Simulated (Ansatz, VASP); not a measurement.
**Nb: VASP beside Ansatz**

The input INCAR:

```
SYSTEM = Nb
ALGO = Normal
EDIFF = 1E-6
ENCUT = 520
GGA = PE
ISIF = 2
ISMEAR = 0
LASPH = .True.
LCHARG = .True.
LELF = .True.
LREAL = .False.
LVHAR = .True.
LWAVE = .False.
NBANDS = 12
NELM = 80
PREC = Accurate
SIGMA = 0.1
```

The input KPOINTS:

```
k-points
0
Gamma
  11 11 11
  0 0 0
```

POSCAR

```
Nb
1.0
   -1.6506000000      1.6506000000      1.6506000000
    1.6506000000     -1.6506000000      1.6506000000
    1.6506000000      1.6506000000     -1.6506000000
Nb
1
Direct
    0.0000000000      0.0000000000      0.0000000000
```

Input for Ansatz:

```yaml
crystal:
  lattice:
    - [-1.6506, 1.6506, 1.6506]
    - [1.6506, -1.6506, 1.6506]
    - [1.6506, 1.6506, -1.6506]
  atoms:
    - { symbol: Nb, position: [0.0, 0.0, 0.0] }
hamiltonian:
  xc: pbe
  pseudopotentials: { kind: paw }
basis:
  ecutwfc: 420
kpoints:
  mp_grid: { grid: [11, 11, 11] }
scf:
  occupations: { method: gaussian, width: 0.1 }
  lower_state_search: "off"
  max_iter: 15
output:
  forces: true
  stress: true
```

Alike in both runs: task single point; functional PBE; k mesh 11 × 11 × 11; occupations gaussian, width 0.1 eV; no spin polarisation.

```csv
,VASP,Ansatz
version,VASP 6.6.1,Ansatz 0.2.0
potentials or method,"VASP PAW PBE potentials, release 64 (Nb_sv)","PAW, plane waves, scalar-relativistic"
plane-wave cutoff (eV),520,420
valence electrons in the cell,13,13
```

|  | VASP | Ansatz | Ansatz less VASP |
| --- | --- | --- | --- |
| pressure (GPa) | 1.9 | 2.2 | +0.33 |
